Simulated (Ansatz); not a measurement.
Hf-179 nuclear quadrupole resonance in HfSiO4 at a changed volume

Cell: an entry of the Crystallography Open Database (COD), relaxed with PBE at fixed cell and then changed (volume scaled by 0.98).

```cif
data_HfSiO4
_symmetry_space_group_name_H-M 'I4_1/amd:1'
_symmetry_Int_Tables_number 141
_cell_length_a 6.5284
_cell_length_b 6.5284
_cell_length_c 5.9232
_cell_angle_alpha 90.000
_cell_angle_beta 90.000
_cell_angle_gamma 90.000
loop_
_atom_site_label
_atom_site_type_symbol
_atom_site_symmetry_multiplicity
_atom_site_Wyckoff_symbol
_atom_site_fract_x
_atom_site_fract_y
_atom_site_fract_z
Hf Hf 4 a 0.0000 0.5000 0.2500
Si Si 4 b 0.5000 0.0000 0.2500
O O 16 h 0.5000 0.3147 0.8193
```

One atom of each set is listed; the run and its k-mesh use a cell of 12 atoms with edges of 5.48, 5.48, 5.48 Å.

Computed with Ansatz: DFT, PBE, plane waves and PAW (field gradients read without the response of the frozen cores, which leaves them typically 4 to 6 % off), scalar-relativistic, 420 eV cutoff, Γ-centred 5×5×5 k-points, Fermi–Dirac smearing 0.02 eV.

Hf-179: I = 9/2, Q = 3793 mb (year-2017 value). Static lattice, zero field.

(1) At which frequencies do the Hf-179 NQR lines lie?

(2) And for 177Hf (I = 7/2, Q = 3365 mb) on Hf?

Results:

(1) For I = 9/2 and η = 0 the lines are |C_Q|/24 times 1, 2, 3 and 4; η shifts the lowest up most.

| site | atoms | V_zz (10²¹ V/m²) | C_Q (MHz) | η | line frequencies (MHz) |
| --- | --- | --- | --- | --- | --- |
| Hf | 2 | 14.47 | 1328 | 0.00 | 55.3, 110.6, 165.9, 221.3 |

(2) C_Q scales with Q to 1178 MHz, with lines at 84.1, 168.2, 252.4 MHz.

An axis of threefold or higher order runs through Hf, so V_zz lies along it and η is zero.

Without spin–orbit coupling the gradients at and beside Hf can be off by some per cent, at some sites by more. At this changed cell the PBE pressure is 12 GPa.

Hardware: 1 thread of AMD EPYC 9R45 (Zen 5) (x86_64; 16 cores open to the job, memory cap 3.0 GiB, no GPU), a shared host with a load of 0.2 a core. Wall time 3.5 s, CPU time 3.5 s, peak memory 0.54 GiB.
